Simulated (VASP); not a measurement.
# CdSe (P6_3mc) in VASP: further runs

CdSe is run at these levels: PBE; tasks: single point, relaxation of cell and atoms.

Program: VASP 6.6.1. These are calculated values, not measurements. Logs are shortened: lines on timing, memory, paths and dates and some standing lists are left out, and cuts for length are marked.

**Experimental background.**

From a printed reference work, data compilation, for a bulk crystal of CdSe at 2 K: band gap 1.841 eV.

The results are compared with them further down.

### 1 The cell of the first run

The structure is hexagonal, space group P6_3mc (No. 186). The conventional cell has a = 4.299 Å, b = 4.299 Å, c = 7.015 Å, α = 90.00°, β = 90.00°, γ = 120.00°. Within 3.5 Å of Cd (site symmetry 3m) lie 4 Se at 2.63 Å. Within 3.5 Å of Se (site symmetry 3m) lie 4 Cd at 2.63 Å.

### 2 Single point, PBE

File INCAR:

```
SYSTEM = CdSe
PREC = Accurate
ENCUT = 520
EDIFF = 1E-6
ISMEAR = 0
SIGMA = 0.1
LREAL = .FALSE.
LASPH = .TRUE.
NELM = 80
ALGO = Normal
ISIF = 2
LWAVE = .FALSE.
LCHARG = .TRUE.
GGA = PE
LELF = .TRUE.
LVHAR = .TRUE.
NBANDS = 26
```

File KPOINTS:

```
Automatic mesh
0
G
  6 6 4
  0 0 0
```

File POSCAR:

```
CdSe
1.0
    4.2985000500      0.0000000000      0.0000000000
   -2.1492500300      3.7226102500      0.0000000000
    0.0000000000      0.0000000000      7.0152001400
Cd Se
2 2
Direct
    0.6666666700      0.3333333300      0.0000000000
    0.3333333300      0.6666666700      0.5000000000
    0.6666666700      0.3333333300      0.3750000000
    0.3333333300      0.6666666700      0.8750000000
```

Potentials or basis: VASP PAW PBE potentials, release 64 (Cd, Se).

Run with:

```sh
cat potpaw_PBE.64/Cd/POTCAR potpaw_PBE.64/Se/POTCAR > POTCAR
mpirun -np 1 vasp_std > vasp.out
```

OUTCAR:

```text
SYSTEM = CdSe
   PREC = Accurate
   ENCUT = 520
   EDIFF = 1E-6
   ISMEAR = 0
   LREAL = .FALSE.
   LASPH = .TRUE.
   NELM = 80
   ISIF = 2
   GGA = PE

 ion  position               nearest neighbor table
   1  0.667  0.333  0.000-   3 2.63   4 2.63   4 2.63   4 2.63
   2  0.333  0.667  0.500-   4 2.63   3 2.63   3 2.63   3 2.63
   3  0.667  0.333  0.375-   1 2.63   2 2.63   2 2.63   2 2.63
   4  0.333  0.667  0.875-   2 2.63   1 2.63   1 2.63   1 2.63

  LATTYP: Found a hexagonal cell.
 ALAT       =     4.2985000500
 C/A-ratio  =     1.6320111803

  Lattice vectors:

 A1 = (   4.2985000500,   0.0000000000,   0.0000000000)
 A2 = (  -2.1492500300,   3.7226102500,   0.0000000000)
 A3 = (   0.0000000000,   0.0000000000,   7.0152001400)

Analysis of symmetry for initial positions (statically):
=====================================================================
 Subroutine PRICEL returns:
 Original cell was already a primitive cell.

 Routine SETGRP: Setting up the symmetry group for a
 hexagonal supercell.

 Subroutine GETGRP returns: Found 12 space group operations
 (whereof  6 operations were pure point group operations)
 out of a pool of 24 trial point group operations.

The static configuration has the point symmetry C_3v.
 The point group associated with its full space group is C_6v.

Analysis of symmetry for dynamics (positions and initial velocities):
=====================================================================
 Subroutine PRICEL returns:
 Original cell was already a primitive cell.

 Routine SETGRP: Setting up the symmetry group for a
 hexagonal supercell.

 Subroutine GETGRP returns: Found 12 space group operations
 (whereof  6 operations were pure point group operations)
 out of a pool of 24 trial point group operations.

The dynamic configuration has the point symmetry C_3v.
 The point group associated with its full space group is C_6v.

 Subroutine INISYM returns: Found 12 space group operations
 (whereof  6 operations are pure point group operations),
 and found     1 'primitive' translations

----------------------------------------------------------------------------------------

                                     Primitive cell

  volume of cell :     112.2547

  direct lattice vectors                    reciprocal lattice vectors
     4.298500050  0.000000000  0.000000000     0.232639290  0.134314357  0.000000000
    -2.149250030  3.722610250  0.000000000     0.000000000  0.268628713  0.000000000
     0.000000000  0.000000000  7.015200140     0.000000000  0.000000000  0.142547608
[... 85 lines left out ...]
   LREAL  =      F    real-space projection
   EDIFFG = 0.1E-04   stopping-criterion for IOM
   NSW    =      0    number of steps for IOM
   IBRION =     -1    ionic relax: 0-MD 1-quasi-New 2-CG
   NFREE  =      0    steps in history (QN), initial steepest desc. (CG)
   ISIF   =      2    stress and relaxation
   ISYM   =      2    0-nonsym 1-usesym 2-fastsym
   POTIM  = 0.5000    time-step for ionic-motion
   TEBEG  =    0.0;   TEEND  =   0.0 temperature during run
   PSTRESS=    0.0 pullay stress
   NELECT =      36.0000    total number of electrons
   NUPDOWN=      -1.0000    fix difference up-down
   EMIN   =  10.00;   EMAX   =-10.00  energy-range for DOS
   EFERMI =   0.00;   METHOD = LEGACY
   ISMEAR =     0;   SIGMA  =   0.10  broadening in eV -4-tet -1-fermi 0-gaus
   EFERMI_NEDOS =   21; number of points for ismear=-14 and -15
   IALGO  =     38    algorithm
   IMIX   =      4    mixing-type and parameters
     AMIX     =   0.40;   BMIX     =  1.00
     AMIX_MAG =   1.60;   BMIX_MAG =  1.00
  volume/ion in A,a.u.               =      28.06       189.38
  Fermi-wavevector in a.u.,A,eV,Ry     =   1.120575  2.117579 17.084667  1.255688
  Thomas-Fermi vector in A             =   2.257222
   LORBIT       =      0    0 simple, 1 ext, 2 COOP (PROOUT), +10 PAW based schemes
   GGA     = PE    functional components
   LHFCALC =     F    Hartree Fock is set to
   AEXX    =    0.0000 exact exchange contribution
   IVDW    =     0    specifies the selected vdW correction
   LEPSILON=     F    determine dielectric tensor
   LRPA    =     F    only Hartree local field effects (RPA)
 non-spin polarized calculation
 Gauss-broadening in eV      SIGMA  =   0.10
  energy-cutoff  :      520.00
  volume of cell :      112.25
 maximum number of plane-waves:      3042
 NGX is ok and might be reduce to    32
   NGX = 15   NGY = 15   NGZ = 27

 number of electron      35.9999998 magnetization

 Free energy of the ion-electron system (eV)
  ---------------------------------------------------
  ext. energy  EPLUGINS =         0.00000000
  ---------------------------------------------------
  free energy    TOTEN  =       -10.91847314 eV

  energy without entropy =      -10.91847312  energy(sigma->0) =      -10.91847313

 E-fermi :   1.3070     XC(G=0):  -8.8896

 val. band max:        0.9679632730   @ k =   0.0000   0.0000   0.0000
 cond. band min:       1.6359727681   @ k =   0.0000   0.0000   0.0000
 fundamental gap:      0.6680094951
 Fermi energy:         1.3069997631

 k-point     1 :       0.0000    0.0000    0.0000
  band No.  band energies     occupation
      1     -11.6475      2.00000
      2     -11.2670      2.00000
      3      -6.9746      2.00000
      4      -6.9625      2.00000
      5      -6.9625      2.00000
      6      -6.8931      2.00000
[... 598 lines left out ...]
     25       9.8081      0.00000
     26       9.8389      0.00000

------------------------ aborting loop because EDIFF is reached ----------------------------------------

  FORCE on cell =-STRESS in cart. coord.  units (eV):
  Direction    XX          YY          ZZ          XY          YZ          ZX
  --------------------------------------------------------------------------------------
  -------------------------------------------------------------------------------------
  Total        2.2797958      2.2797958      2.4082883     -0.0000000      0.0000000      0.0000000
  in kB       32.5388320     32.5388321     34.3727660     -0.0000000      0.0000000      0.0000000
  external PRESSURE =      33.1501434 kB  Pullay stress =       0.0000000 kB

 VOLUME and BASIS-vectors are now :
 -----------------------------------------------------------------------------
  energy-cutoff  :      520.00
  volume of cell :      112.25
      direct lattice vectors                 reciprocal lattice vectors
     4.298500050  0.000000000  0.000000000     0.232639290  0.134314357  0.000000000
    -2.149250030  3.722610250  0.000000000     0.000000000  0.268628713  0.000000000
     0.000000000  0.000000000  7.015200140     0.000000000  0.000000000  0.142547608

 POSITION                                       TOTAL-FORCE (eV/Angst)
 -----------------------------------------------------------------------------------
      2.14925      1.24087      0.00000        -0.000000     -0.000000     -0.019954
     -0.00000      2.48174      3.50760         0.000000      0.000000     -0.019954
      2.14925      1.24087      2.63070        -0.000000      0.000000      0.019954
     -0.00000      2.48174      6.13830         0.000000      0.000000      0.019954
 -----------------------------------------------------------------------------------
    total drift:                                0.000003     -0.000002      0.000055

  FREE ENERGIE OF THE ION-ELECTRON SYSTEM (eV)
  ---------------------------------------------------
  free  energy   TOTEN  =       -10.9184731408 eV

  energy  without entropy=      -10.9184731249  energy(sigma->0) =      -10.91847313
```

OSZICAR:

```text
N       E                     dE             d eps       ncg     rms          rms(c)
DAV:   1     0.240320414705E+03    0.24032E+03   -0.16979E+04  1092   0.124E+03
DAV:   2     0.950767594503E+00   -0.23937E+03   -0.23130E+03  1200   0.308E+02
DAV:   3    -0.115654037785E+02   -0.12516E+02   -0.12446E+02  1318   0.701E+01
DAV:   4    -0.116692147192E+02   -0.10381E+00   -0.10371E+00  1208   0.602E+00
DAV:   5    -0.116698551453E+02   -0.64043E-03   -0.64041E-03  1256   0.455E-01    0.886E+00
DAV:   6    -0.109533211765E+02    0.71653E+00   -0.12274E+00  1306   0.109E+01    0.696E+00
DAV:   7    -0.109199194442E+02    0.33402E-01   -0.53754E-01  1154   0.374E+00    0.257E+00
DAV:   8    -0.109181258582E+02    0.17936E-02   -0.56419E-02  1144   0.238E+00    0.395E-01
DAV:   9    -0.109182401045E+02   -0.11425E-03   -0.73240E-03  1182   0.982E-01    0.110E-01
DAV:  10    -0.109183822610E+02   -0.14216E-03   -0.81912E-04  1152   0.312E-01    0.718E-02
DAV:  11    -0.109184740741E+02   -0.91813E-04   -0.20282E-04  1136   0.812E-02    0.276E-02
DAV:  12    -0.109184717025E+02    0.23716E-05   -0.37152E-05  1264   0.649E-02    0.932E-03
DAV:  13    -0.109184729334E+02   -0.12309E-05   -0.11041E-05  1132   0.314E-02    0.400E-03
DAV:  14    -0.109184731408E+02   -0.20736E-06   -0.60079E-07   832   0.386E-03
   1 F= -.10918473E+02 E0= -.10918473E+02  d E =-.158729E-07
```

stdout:

```text
POSCAR found type information on POSCAR CdSe
 POSCAR found :  2 types and       4 ions
 scaLAPACK will be used
 LDA part: xc-table for (Slater+PW92), standard interpolation
 POSCAR, INCAR and KPOINTS ok, starting setup
 FFT: planning ... GRIDC
 FFT: planning ... GRID_SOFT
 FFT: planning ... GRID
 WAVECAR not read
 entering main loop
```

Run time: 71 s. Hardware: 1 thread of Intel Xeon Platinum 8375C at 2.90GHz (Ice Lake), shared host; peak memory 0.24 GiB.

What came out:

| Property | Result |
| --- | --- |
| Free energy | -10.9185 eV |
| Pressure | 3.3 GPa |
| Largest force | 0.020 eV/Å |
| Band gap on the k mesh | 0.67 eV |

Forces on the atoms (eV/Å):
```
Cd   0.000  0.000 -0.020
Cd   0.000  0.000 -0.020
Se   0.000  0.000  0.020
Se   0.000  0.000  0.020
```

Caveat: the cell stands under pressure; semilocal functionals underestimate gaps, and a narrow one can read as zero.

### 3 Single point, PBE

This run uses another cell than the first one, of 29.76 Å³/atom.

File INCAR:

```
SYSTEM = CdSe
ALGO = Normal
EDIFF = 1E-7
ENCUT = 520
GGA = PE
ISIF = 2
ISMEAR = 0
LASPH = .True.
LCHARG = .True.
LELF = .True.
LREAL = .False.
LVHAR = .True.
LWAVE = .False.
NBANDS = 26
NELM = 60
PREC = Accurate
SIGMA = 0.02
```

File KPOINTS:

```
k-points
0
Gamma
  6 6 4
  0 0 0
```

File POSCAR:

```
CdSe
1.0
    4.3837936038      0.0000000029      0.0000000000
   -2.1918968044      3.7964766244      0.0000000000
    0.0000000000      0.0000000000      7.1529442911
Cd Se
2 2
Direct
    0.6666666667      0.3333333333     -0.0003824329
    0.3333333333      0.6666666667      0.4996175671
    0.6666666667      0.3333333333      0.3753824329
    0.3333333333      0.6666666667      0.8753824329
```

Potentials or basis: VASP PAW PBE potentials, release 64 (Cd, Se).

Run with:

```sh
cat potpaw_PBE.64/Cd/POTCAR potpaw_PBE.64/Se/POTCAR > POTCAR
mpirun -np 1 vasp_std > vasp.out
```

OUTCAR:

```text
SYSTEM = CdSe
   EDIFF = 1E-7
   ENCUT = 520
   GGA = PE
   ISIF = 2
   ISMEAR = 0
   LASPH = .True.
   LREAL = .False.
   NELM = 60
   PREC = Accurate

 ion  position               nearest neighbor table
   1  0.667  0.333  1.000-   4 2.68   4 2.68   4 2.68   3 2.69
   2  0.333  0.667  0.500-   3 2.68   3 2.68   3 2.68   4 2.69
   3  0.667  0.333  0.375-   2 2.68   2 2.68   2 2.68   1 2.69
   4  0.333  0.667  0.875-   1 2.68   1 2.68   1 2.68   2 2.69

  LATTYP: Found a hexagonal cell.
 ALAT       =     4.3837936038
 C/A-ratio  =     1.6316790747

  Lattice vectors:

 A1 = (   4.3837936038,   0.0000000029,   0.0000000000)
 A2 = (  -2.1918968044,   3.7964766244,   0.0000000000)
 A3 = (   0.0000000000,   0.0000000000,   7.1529442911)

Analysis of symmetry for initial positions (statically):
=====================================================================
 Subroutine PRICEL returns:
 Original cell was already a primitive cell.

 Routine SETGRP: Setting up the symmetry group for a
 hexagonal supercell.

 Subroutine GETGRP returns: Found 12 space group operations
 (whereof  6 operations were pure point group operations)
 out of a pool of 24 trial point group operations.

The static configuration has the point symmetry C_3v.
 The point group associated with its full space group is C_6v.

Analysis of symmetry for dynamics (positions and initial velocities):
=====================================================================
 Subroutine PRICEL returns:
 Original cell was already a primitive cell.

 Routine SETGRP: Setting up the symmetry group for a
 hexagonal supercell.

 Subroutine GETGRP returns: Found 12 space group operations
[... 116 lines left out ...]
   NUPDOWN=      -1.0000    fix difference up-down
   EMIN   =  10.00;   EMAX   =-10.00  energy-range for DOS
   EFERMI =   0.00;   METHOD = LEGACY
   ISMEAR =     0;   SIGMA  =   0.02  broadening in eV -4-tet -1-fermi 0-gaus
   EFERMI_NEDOS =   21; number of points for ismear=-14 and -15
   IALGO  =     38    algorithm
   IMIX   =      4    mixing-type and parameters
     AMIX     =   0.40;   BMIX     =  1.00
     AMIX_MAG =   1.60;   BMIX_MAG =  1.00
  volume/ion in A,a.u.               =      29.76       200.84
  Fermi-wavevector in a.u.,A,eV,Ry     =   1.098847  2.076519 16.428546  1.207464
  Thomas-Fermi vector in A             =   2.235231
   LORBIT       =      0    0 simple, 1 ext, 2 COOP (PROOUT), +10 PAW based schemes
   GGA     = PE    functional components
   LHFCALC =     F    Hartree Fock is set to
   AEXX    =    0.0000 exact exchange contribution
   IVDW    =     0    specifies the selected vdW correction
   LEPSILON=     F    determine dielectric tensor
   LRPA    =     F    only Hartree local field effects (RPA)
 non-spin polarized calculation
 Gauss-broadening in eV      SIGMA  =   0.02
  energy-cutoff  :      520.00
  volume of cell :      119.05
 maximum number of plane-waves:      3240
 NGX is ok and might be reduce to    36
   NGX = 17   NGY = 17   NGZ = 27

 number of electron      36.0000015 magnetization

 Free energy of the ion-electron system (eV)
  ---------------------------------------------------
  ext. energy  EPLUGINS =         0.00000000
  ---------------------------------------------------
  free energy    TOTEN  =       -10.99088447 eV

  energy without entropy =      -10.99088447  energy(sigma->0) =      -10.99088447

 E-fermi :   0.6175     XC(G=0):  -8.6246

 val. band max:        0.5162649689   @ k =   0.0000   0.0000   0.0000
 cond. band min:       1.0562571923   @ k =   0.0000   0.0000   0.0000
 fundamental gap:      0.5399922234
 Fermi energy:         0.6175380819

 k-point     1 :       0.0000    0.0000    0.0000
  band No.  band energies     occupation
      1     -11.7831      2.00000
      2     -11.4538      2.00000
      3      -7.2422      2.00000
      4      -7.2364      2.00000
      5      -7.2364      2.00000
      6      -7.1786      2.00000
[... 598 lines left out ...]
     25       9.1039      0.00000
     26       9.1039      0.00000

------------------------ aborting loop because EDIFF is reached ----------------------------------------

  FORCE on cell =-STRESS in cart. coord.  units (eV):
  Direction    XX          YY          ZZ          XY          YZ          ZX
  --------------------------------------------------------------------------------------
  -------------------------------------------------------------------------------------
  Total        0.1821126      0.1821126      0.1854053      0.0000000     -0.0000000      0.0000000
  in kB        2.4509524      2.4509524      2.4952678      0.0000000     -0.0000000      0.0000000
  external PRESSURE =       2.4657242 kB  Pullay stress =       0.0000000 kB

 VOLUME and BASIS-vectors are now :
 -----------------------------------------------------------------------------
  energy-cutoff  :      520.00
  volume of cell :      119.05
      direct lattice vectors                 reciprocal lattice vectors
     4.383793604  0.000000003  0.000000000     0.228112929  0.131701061  0.000000000
    -2.191896804  3.796476624  0.000000000    -0.000000000  0.263402122  0.000000000
     0.000000000  0.000000000  7.152944291     0.000000000  0.000000000  0.139802571

 POSITION                                       TOTAL-FORCE (eV/Angst)
 -----------------------------------------------------------------------------------
      2.19190      1.26549      7.15021        -0.000000      0.000000     -0.000047
     -0.00000      2.53098      3.57374         0.000000     -0.000000     -0.000047
      2.19190      1.26549      2.68509        -0.000000      0.000000      0.000047
     -0.00000      2.53098      6.26156         0.000000     -0.000000      0.000047
 -----------------------------------------------------------------------------------
    total drift:                               -0.000000     -0.000000      0.000428

  FREE ENERGIE OF THE ION-ELECTRON SYSTEM (eV)
  ---------------------------------------------------
  free  energy   TOTEN  =       -10.9908844705 eV

  energy  without entropy=      -10.9908844705  energy(sigma->0) =      -10.99088447
```

OSZICAR:

```text
N       E                     dE             d eps       ncg     rms          rms(c)
DAV:   1     0.239749451545E+03    0.23975E+03   -0.17033E+04  1092   0.124E+03
DAV:   2     0.102863359114E+01   -0.23872E+03   -0.23115E+03  1228   0.306E+02
DAV:   3    -0.116548475552E+02   -0.12683E+02   -0.12626E+02  1308   0.703E+01
DAV:   4    -0.117613425187E+02   -0.10649E+00   -0.10642E+00  1232   0.615E+00
DAV:   5    -0.117620138502E+02   -0.67133E-03   -0.67131E-03  1224   0.464E-01    0.782E+00
DAV:   6    -0.110226069732E+02    0.73941E+00   -0.12749E+00  1242   0.105E+01    0.629E+00
DAV:   7    -0.109904643136E+02    0.32143E-01   -0.47571E-01  1138   0.346E+00    0.259E+00
DAV:   8    -0.109905202253E+02   -0.55912E-04   -0.42299E-02  1122   0.202E+00    0.360E-01
DAV:   9    -0.109906093065E+02   -0.89081E-04   -0.62748E-03  1194   0.872E-01    0.897E-02
DAV:  10    -0.109907975758E+02   -0.18827E-03   -0.75943E-04  1150   0.287E-01    0.703E-02
DAV:  11    -0.109908933305E+02   -0.95755E-04   -0.23755E-04  1126   0.857E-02    0.267E-02
DAV:  12    -0.109908820551E+02    0.11275E-04   -0.35081E-05  1190   0.576E-02    0.821E-03
DAV:  13    -0.109908842379E+02   -0.21829E-05   -0.12111E-05  1120   0.152E-02    0.892E-03
DAV:  14    -0.109908841352E+02    0.10274E-06   -0.77661E-07  1228   0.486E-03    0.436E-03
DAV:  15    -0.109908843713E+02   -0.23609E-06   -0.11095E-07   984   0.196E-03    0.164E-03
DAV:  16    -0.109908844824E+02   -0.11107E-06   -0.35237E-08   750   0.104E-03    0.236E-04
DAV:  17    -0.109908844705E+02    0.11884E-07   -0.66909E-09   560   0.820E-04
   1 F= -.10990884E+02 E0= -.10990884E+02  d E =-.114695E-14
```

It took 1.9 min on 1 thread of Intel Xeon Platinum 8375C at 2.90GHz (Ice Lake), shared host; peak memory 0.27 GiB.

What came out:

* Free energy: -10.9909 eV
* Pressure: 0.2 GPa
* Band gap on the k mesh: 0.54 eV

Caveat: semilocal functionals underestimate gaps, and a narrow one can read as zero.

[end of part 1 of 2]
